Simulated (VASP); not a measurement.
# Sn (Im-3m) in VASP: further runs

The runs below take Sn through single point, with PBE+D3(BJ).

Everything below comes from runs of VASP 6.6.1. Logs are shortened: lines on timing, memory, paths and dates and some standing lists are left out, and cuts for length are marked.

## 1. The crystal as given

Symmetry: Im-3m, No. 229, cubic system. The conventional cell has a = 3.789 Å, b = 3.789 Å, c = 3.789 Å, α = 90.00°, β = 90.00°, γ = 90.00°. Sn (site symmetry m-3m) has 8 Sn at 3.28 Å as nearest neighbours.

This isn't the form of Sn at room conditions, which is tetragonal (white tin).

## 2. Single point, PBE+D3(BJ)

File INCAR:

```
SYSTEM = Sn
ALGO = Normal ; EDIFF = 1E-6
ENCUT = 520 ; GGA = PE
ISIF = 2 ; ISMEAR = 0
IVDW = 12 ; LASPH = .True.
LCHARG = .False. ; LREAL = .False.
LWAVE = .False. ; NBANDS = 13
NELM = 100 ; PREC = Accurate
SIGMA = 0.15
```

File KPOINTS:

```
k-points
0
Gamma
  20 20 20
  0 0 0
```

File POSCAR:

```
Sn
1.0
   -1.8946518192      1.8946518192      1.8946518192
    1.8946518192     -1.8946518192      1.8946518192
    1.8946518192      1.8946518192     -1.8946518192
Sn
1
Direct
    0.0000000000      0.0000000000      0.0000000000
```

Potentials or basis: VASP PAW PBE potentials, release 64 (Sn_d).

The run is started by

```sh
$ cat potpaw_PBE.64/Sn_d/POTCAR > POTCAR
$ mpirun -np 1 vasp_std > vasp.out
```

OUTCAR:

```text
SYSTEM = Sn
   EDIFF = 1E-6
   ENCUT = 520
   GGA = PE
   ISIF = 2
   ISMEAR = 0
   IVDW = 12
   LASPH = .True.
   LREAL = .False.
   NELM = 100
   PREC = Accurate
 IVDW          = 12

 ion  position               nearest neighbor table
   1  0.000  0.000  0.000-

  LATTYP: Found a body centered cubic cell.
 ALAT       =     3.7893036384

  Lattice vectors:

 A1 = (  -1.8946518192,   1.8946518192,   1.8946518192)
 A2 = (   1.8946518192,  -1.8946518192,   1.8946518192)
 A3 = (   1.8946518192,   1.8946518192,  -1.8946518192)

Analysis of symmetry for initial positions (statically):
=====================================================================
 Subroutine PRICEL returns:
 Original cell was already a primitive cell.

 Routine SETGRP: Setting up the symmetry group for a
 body centered cubic supercell.

 Subroutine GETGRP returns: Found 48 space group operations
 (whereof 48 operations were pure point group operations)
 out of a pool of 48 trial point group operations.

The static configuration has the point symmetry O_h .

Analysis of symmetry for dynamics (positions and initial velocities):
=====================================================================
 Subroutine PRICEL returns:
 Original cell was already a primitive cell.

 Routine SETGRP: Setting up the symmetry group for a
 body centered cubic supercell.

 Subroutine GETGRP returns: Found 48 space group operations
 (whereof 48 operations were pure point group operations)
 out of a pool of 48 trial point group operations.

The dynamic configuration has the point symmetry O_h .

 Subroutine INISYM returns: Found 48 space group operations
 (whereof 48 operations are pure point group operations),
 and found     1 'primitive' translations

----------------------------------------------------------------------------------------

                                     Primitive cell

  volume of cell :      27.2050

  direct lattice vectors                    reciprocal lattice vectors
    -1.894651819  1.894651819  1.894651819     0.000000000  0.263900731  0.263900731
     1.894651819 -1.894651819  1.894651819     0.263900731  0.000000000  0.263900731
     1.894651819  1.894651819 -1.894651819     0.263900731  0.263900731  0.000000000

  length of vectors
     3.281633214  3.281633214  3.281633214     0.373211993  0.373211993  0.373211993

  position of ions in fractional coordinates (direct lattice)
     0.000000000  0.000000000  0.000000000

  ion indices of the primitive-cell ions
[... 75 lines left out ...]
   LREAL  =      F    real-space projection
[... 7 lines left out ...]
   TEBEG  =    0.0;   TEEND  =   0.0 temperature during run
   PSTRESS=    0.0 pullay stress
   NELECT =      14.0000    total number of electrons
   NUPDOWN=      -1.0000    fix difference up-down
   EMIN   =  10.00;   EMAX   =-10.00  energy-range for DOS
   EFERMI =   0.00;   METHOD = LEGACY
   ISMEAR =     0;   SIGMA  =   0.15  broadening in eV -4-tet -1-fermi 0-gaus
   EFERMI_NEDOS =   21; number of points for ismear=-14 and -15
   IALGO  =     38    algorithm
   IMIX   =      4    mixing-type and parameters
     AMIX     =   0.40;   BMIX     =  1.00
     AMIX_MAG =   1.60;   BMIX_MAG =  1.00
  volume/ion in A,a.u.               =      27.20       183.59
  Fermi-wavevector in a.u.,A,eV,Ry     =   1.311902  2.479136 23.416813  1.721087
  Thomas-Fermi vector in A             =   2.442332
   LORBIT       =      0    0 simple, 1 ext, 2 COOP (PROOUT), +10 PAW based schemes
   GGA     = PE    functional components
   LHFCALC =     F    Hartree Fock is set to
   AEXX    =    0.0000 exact exchange contribution
   IVDW    =    12    specifies the selected vdW correction
   LEPSILON=     F    determine dielectric tensor
   LRPA    =     F    only Hartree local field effects (RPA)
 non-spin polarized calculation
 Gauss-broadening in eV      SIGMA  =   0.15
  energy-cutoff  :      520.00
  volume of cell :       27.20
 maximum number of plane-waves:       751
   NGX = 13   NGY = 13   NGZ = 13

 number of electron      13.9999996 magnetization

 Free energy of the ion-electron system (eV)
  ---------------------------------------------------
  ext. energy  EPLUGINS =         0.00000000
  ---------------------------------------------------
  free energy    TOTEN  =        -3.77617187 eV

  energy without entropy =       -3.76876334  energy(sigma->0) =       -3.77246760

 E-fermi :   8.0740     XC(G=0): -10.3644

 val. band max:        8.0626140926   @ k =   0.3500   0.1500   0.1500
 cond. band min:       8.0746703796   @ k =  -0.3500   0.5000   0.1000
 fundamental gap:      0.0120562870
 Fermi energy:         8.0740404949

 k-point     1 :       0.0000    0.0000    0.0000
  band No.  band energies     occupation
      1     -13.4893      2.00000
      2     -13.4893      2.00000
      3     -13.4893      2.00000
      4     -13.3515      2.00000
      5     -13.3515      2.00000
      6      -3.0013      2.00000
      7      16.0387      0.00000
      8      16.0387      0.00000
      9      16.0387      0.00000
     10      20.1931      0.00000
     11      20.1931      0.00000
     12      20.1931      0.00000
     13      20.8036      0.00000
[... 354 lines left out ...]
  band No.  band energies     occupation
      1     -13.5112      2.00000
      2     -13.4626      2.00000
      3     -13.3730      2.00000
      4     -13.3580      2.00000
      5     -13.3422      2.00000
      6      -0.8800      2.00000
      7       8.1416      0.52443
      8      11.5068      0.00000
      9      13.5538      0.00000
     10      17.2044      0.00000
     11      18.6114      0.00000
     12      20.1576      0.00000
     13      23.8990      0.00000

 [... further k-points ...]

------------------------ aborting loop because EDIFF is reached ----------------------------------------

 Edisp (eV)   -0.38443

 E8    (eV) :    -0.1845

  FORCE on cell =-STRESS in cart. coord.  units (eV):
  Direction    XX          YY          ZZ          XY          YZ          ZX
  --------------------------------------------------------------------------------------
  -------------------------------------------------------------------------------------
  Total      -0.27507    -0.27507    -0.27507     0.00000     0.00000    -0.00000
  in kB     -16.19977   -16.19977   -16.19977     0.00000     0.00000    -0.00000
  external pressure =      -16.20 kB  Pullay stress =        0.00 kB

 VOLUME and BASIS-vectors are now :
 -----------------------------------------------------------------------------
  energy-cutoff  :      520.00
  volume of cell :       27.20
      direct lattice vectors                 reciprocal lattice vectors
    -1.894651819  1.894651819  1.894651819     0.000000000  0.263900731  0.263900731
     1.894651819 -1.894651819  1.894651819     0.263900731  0.000000000  0.263900731
     1.894651819  1.894651819 -1.894651819     0.263900731  0.263900731  0.000000000

 POSITION                                       TOTAL-FORCE (eV/Angst)
 -----------------------------------------------------------------------------------
      0.00000      0.00000      0.00000         0.000000      0.000000      0.000000
 -----------------------------------------------------------------------------------
    total drift:                                0.000000      0.000000      0.000000

  FREE ENERGIE OF THE ION-ELECTRON SYSTEM (eV)
  ---------------------------------------------------
  free  energy   TOTEN  =        -4.1606060477 eV

  energy  without entropy=       -4.1531975188  energy(sigma->0) =       -4.15690178
```

OSZICAR:

```text
N       E                     dE             d eps       ncg     rms          rms(c)
DAV:   1     0.811190949166E+02    0.81119E+02   -0.71683E+03  6825   0.160E+03
DAV:   2     0.194837383759E+01   -0.79171E+02   -0.76550E+02  7066   0.338E+02
DAV:   3    -0.366767874033E+01   -0.56161E+01   -0.55914E+01  7953   0.735E+01
DAV:   4    -0.378530863281E+01   -0.11763E+00   -0.11760E+00  7933   0.113E+01
DAV:   5    -0.378934892421E+01   -0.40403E-02   -0.40402E-02  8658   0.205E+00    0.132E+00
DAV:   6    -0.377947825506E+01    0.98707E-02   -0.10677E-02  8479   0.177E+00    0.734E-01
DAV:   7    -0.377629625817E+01    0.31820E-02   -0.69257E-03  8327   0.137E+00    0.997E-02
DAV:   8    -0.377617049041E+01    0.12577E-03   -0.68000E-04  8187   0.432E-01    0.230E-02
DAV:   9    -0.377617087745E+01   -0.38705E-06   -0.11781E-05  8916   0.415E-02    0.153E-02
DAV:  10    -0.377617186719E+01   -0.98974E-06   -0.23661E-06  8126   0.176E-02
   1 F= -.41606060E+01 E0= -.41569018E+01  d E =-.740853E-02
```

It took 18 s on 1 thread of Intel Xeon 6975P-C (Granite Rapids), shared host; peak memory 0.2 GiB.

What came out:

```
Free energy                : -4.1606 eV
Pressure                   : -1.6 GPa
Band gap on the k mesh     : none (metal or under the smearing width)
Dispersion energy per atom : -0.384 eV
```

Caveat: pairwise dispersion overbinds metals, which lowers pressure and volume.

## 3. Single point, PBE+D3(BJ)

File INCAR:

```
SYSTEM = Sn
ALGO     = Fast           ! electronic algorithm
EDIFF    = 1E-7           ! SCF threshold, eV
ENCUT    = 520            ! plane-wave cutoff, eV
GGA      = PE             ! functional
ISIF     = 2              ! what is computed and relaxed
ISMEAR   = 0              ! smearing method
IVDW     = 12             ! dispersion correction
LASPH    = .TRUE.         ! aspherical terms in the spheres
LCHARG   = .FALSE.        ! write CHGCAR
LREAL    = .FALSE.        ! projectors in reciprocal space
LWAVE    = .FALSE.        ! write WAVECAR
NBANDS   = 13             ! bands
NELM     = 100            ! most SCF steps
PREC     = Accurate       ! precision mode
SIGMA    = 0.15           ! smearing width, eV
```

File KPOINTS:

```
k-points
0
G
  18 18 18
  0 0 0
```

POSCAR is that of step 2.

Potentials or basis: VASP PAW PBE potentials, release 64 (Sn_d).

The run is started by

```sh
$ cat potpaw_PBE.64/Sn_d/POTCAR > POTCAR
$ mpirun -np 1 vasp_std > vasp.out
```

Wall time 19 s (1 thread of Intel Xeon 6975P-C (Granite Rapids), shared host); peak memory 0.18 GiB.

Results (log left out):

```yaml
Free_energy: -4.1605 eV
Pressure: -1.4 GPa
Band_gap_on_the_k_mesh: none (metal or under the smearing width)
Dispersion_energy_per_atom: -0.384 eV
```

Levels at points of the mesh, in eV from the Fermi level:
```
           k point  band 5  band 6  band 7  band 8  band 9  band 10
(0.00, 0.00, 0.00)  -21.42  -11.08    7.97    7.97    7.97    12.12
(0.50, 0.00, 0.00)  -21.34   -6.41   -4.41    3.61    5.44     7.95
(0.50, 0.50, 0.50)  -21.36   -2.47   -0.47   -0.47   -0.47     3.84
```

Caveat: pairwise dispersion overbinds metals, which lowers pressure and volume.
